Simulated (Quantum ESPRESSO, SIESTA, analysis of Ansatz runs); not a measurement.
# Levels of V_I in NaI (Fm-3m), rung by rung (SIESTA)

We place the charge-transition levels of V_I in NaI (Fm-3m) with atom-centred orbitals, then repeat the energies at other levels of method to see what holds. Model: a cell of 54 host atoms with 1 I taken out.

Method: SIESTA numerical-orbital DFT, PBEsol, DZP basis, PseudoDojo 0.4.1 potentials converted to PSML; charged supercells in a uniform background, point-charge correction with alignment at far sites, in SIESTA 5.4.2.

## (1) The structure

The cell holds 53 atoms: 27 Na and 26 I. Its edges and angles: a = 13.656 Å, b = 13.656 Å, c = 13.656 Å, α = 60.0°, β = 60.0°, γ = 60.0°. It derives from NaI (space group Fm-3m). Nearest the centre at fractional (0.500, 0.500, 0.500): Na46 at 3.22 Å, Na50 at 3.22 Å, Na34 at 3.22 Å, Na28 at 3.22 Å, Na44 at 3.22 Å, Na32 at 3.22 Å, I45 at 4.55 Å, I16 at 4.55 Å.

As a file:

```xyz
53
Lattice="0.0000 9.6560 9.6560 9.6560 0.0000 9.6560 9.6560 9.6560 0.0000" Properties=species:S:1:pos:R:3 pbc="T T T"
Na    0.0000    0.0000    0.0000
I     3.2187    3.2187    3.2187
Na    3.2187    3.2187    0.0000
I     6.4373    6.4373    3.2187
Na    6.4373    6.4373    0.0000
I     9.6560    9.6560    3.2187
Na    3.2187    0.0000    3.2187
I     6.4373    3.2187    6.4373
Na    6.4373    3.2187    3.2187
I     9.6560    6.4373    6.4373
Na    9.6560    6.4373    3.2187
I    12.8746    9.6560    6.4373
Na    6.4373    0.0000    6.4373
I     9.6560    3.2187    9.6560
Na    9.6560    3.2187    6.4373
I    12.8746    6.4373    9.6560
Na   12.8746    6.4373    6.4373
I    16.0933    9.6560    9.6560
Na    0.0000    3.2187    3.2187
I     3.2187    6.4373    6.4373
Na    3.2187    6.4373    3.2187
I     6.4373    9.6560    6.4373
Na    6.4373    9.6560    3.2187
I     9.6560   12.8746    6.4373
Na    3.2187    3.2187    6.4373
I     6.4373    6.4373    9.6560
Na    6.4373    6.4373    6.4373
Na    9.6560    9.6560    6.4373
I    12.8746   12.8746    9.6560
Na    6.4373    3.2187    9.6560
I     9.6560    6.4373   12.8746
Na    9.6560    6.4373    9.6560
I    12.8746    9.6560   12.8746
Na   12.8746    9.6560    9.6560
I    16.0933   12.8746   12.8746
Na    0.0000    6.4373    6.4373
I     3.2187    9.6560    9.6560
Na    3.2187    9.6560    6.4373
I     6.4373   12.8746    9.6560
Na    6.4373   12.8746    6.4373
I     9.6560   16.0933    9.6560
Na    3.2187    6.4373    9.6560
I     6.4373    9.6560   12.8746
Na    6.4373    9.6560    9.6560
I     9.6560   12.8746   12.8746
Na    9.6560   12.8746    9.6560
I    12.8746   16.0933   12.8746
Na    6.4373    6.4373   12.8746
I     9.6560    9.6560   16.0933
Na    9.6560    9.6560   12.8746
I    12.8746   12.8746   16.0933
Na   12.8746   12.8746   12.8746
I    16.0933   16.0933   16.0933
```

Screening for the image-charge correction: ε∞ = 3.50, ε0 = 7.11, from a response run on this crystal (DFPT, PBEsol, Quantum ESPRESSO) at that run's own cell.

The cell's shortest repeat is 13.7 Å.

The primitive cell was relaxed at this level beforehand, to 66.69 Å³.

The defect-free supercell was relaxed beforehand, from displaced atoms: they ended at most 0.01 Å from the sites they started about, so the symmetric structure holds.

## (2) Band edges

Levels are counted from the valence top, which comes from the unit cell, dense mesh; the energy of the host comes from the defect-free supercell at the defects' own k-points, so that the host's part of the sampling error cancels.

Contents of host.fdf:

```
SystemName                      NaI
SystemLabel                     host
NumberOfSpecies                 2
NumberOfAtoms                   2
%block ChemicalSpeciesLabel
  1   11 Na
  2   53 I
%endblock ChemicalSpeciesLabel
LatticeConstant                 1.0 Ang
%block LatticeVectors
     0.000000000     3.218657000     3.218657000
     3.218657000     0.000000000     3.218657000
     3.218657000     3.218657000     0.000000000
%endblock LatticeVectors
AtomicCoordinatesFormat         Fractional
%block AtomicCoordinatesAndAtomicSpecies
     0.000000000     0.000000000     0.000000000  1
     0.500000000     0.500000000     0.500000000  2
%endblock AtomicCoordinatesAndAtomicSpecies
%block kgrid.MonkhorstPack
   10   0   0  0.00
    0  10   0  0.00
    0   0  10  0.00
%endblock kgrid.MonkhorstPack
XC.Functional                   GGA
XC.Authors                      PBEsol
PAO.BasisSize                   DZP
PAO.EnergyShift                 0.005 Ry
Mesh.Cutoff                     300 Ry
OccupationFunction              FD
ElectronicTemperature           0.01 eV
MaxSCFIterations                150
SCF.MustConverge                true
SCF.Mixer.Method                Pulay
SCF.Mixer.Weight                0.2
SCF.Mixer.History               10
SCF.DM.Tolerance                1.0e-4
SCF.H.Tolerance                 1.0e-3 eV
WriteForces                     true
Charge.Mulliken                 end
```

Started as:

```bash
> OMP_NUM_THREADS=1 siesta host.fdf > host.out
```

Log:

```text
Version         : 5.4.2

                           ***********************
                           *  WELCOME TO SIESTA  *
                           ***********************

[...]
reinit: Reading from file host.fdf

reinit: -----------------------------------------------------------------------
reinit: System Name: NaI
reinit: -----------------------------------------------------------------------
reinit: System Label: host
reinit: -----------------------------------------------------------------------

initatom: Reading input for the pseudopotentials and atomic orbitals ----------
Species number:   1 Atomic number:   11 Label: Na
Species number:   2 Atomic number:   53 Label: I

[... pseudopotential checks and orbital generation ...]

prinput: Basis input

PAO.BasisType split

%block ChemicalSpeciesLabel
    1   11 Na                      # Species index, atomic number, species label
    2   53 I                       # Species index, atomic number, species label
%endblock ChemicalSpeciesLabel

%block PAO.Basis                 # Define Basis set
# WARNING: This information might be incomplete!
[...]
(Free)E + p*V (eV/cell)    -1596.1866
Target enthalpy (eV/cell)    -1596.1525
[...]
siesta: Final energy (eV):
siesta:  Band Struct. =    -365.303449
siesta:       Kinetic =     840.337157
siesta:       Hartree =     577.344791
siesta:         Exch. =    -269.190380
siesta:         Corr. =     -22.602163
siesta:   Exch.-corr. =    -291.792543
siesta:  Ion-electron =   -2033.079906
siesta:       Ion-ion =    -688.961981
siesta:         Total =   -1596.152482
siesta:         Fermi =      -5.134367
[...]
siesta: Stress tensor (static) (eV/Ang**3):
siesta:     0.000512   -0.000175   -0.000175
siesta:    -0.000175    0.000512   -0.000175
siesta:    -0.000175   -0.000175    0.000512
[...]
siesta: Cell volume =         66.688982 Ang**3
[...]
siesta: Pressure (static):
siesta:                Solid            Molecule  Units
siesta:          -0.00000558         -0.00000558  Ry/Bohr**3
siesta:          -0.00051232         -0.00051232  eV/Ang**3
siesta:          -0.82082112         -0.82082112  kBar
[...]
mulliken: Qtot =       16.000

Mulliken Atomic Populations:
Atom #   charge [q] valence [e]  Species
     1    -0.045405    9.045405  Na
     2     0.045405    6.954595  I
 Total     0.000000

Job completed
```

Wall time 18 s (1 MPI rank of Intel Xeon Platinum 8259CL at 2.50GHz (Skylake/Cascade Lake), shared host); peak memory 0.2 GiB.

The gap at this level is 3.69 eV.

Test of the sampling: at one point at (¼, ¼, ¼) the host's energy lies 11 meV an atom above its value on the primitive cell's dense mesh, close enough for the relaxations, while formation energies at this sampling may be off by a tenth of an eV or more.

[end of part 1 of 5]

[Logs are printed without paths, hosts, clocks, repeated set-up lines and the standing remarks that a program may print on its own settings, such as how far it seeks lower states.]

[Hosts, paths, dates, database ids (printed as entryN), source tags and the programs' standing remarks are cut or masked in the printed files.]

[For some hosts the program warned that the k-mesh of the response run may be too coarse for force constants and the static dielectric constant; such warnings are not shown here.]

[Charge tables in the logs are Mulliken or Hirshfeld populations, whose sizes and signs can differ; where basis functions stand at a vacancy, SIESTA counts their charge against the missing atom's valence.]

[In relaxation paths of CP2K, step 0 can be the structure after the first move, since the trajectory file begins there, and the last row can be the final structure solved once more.]
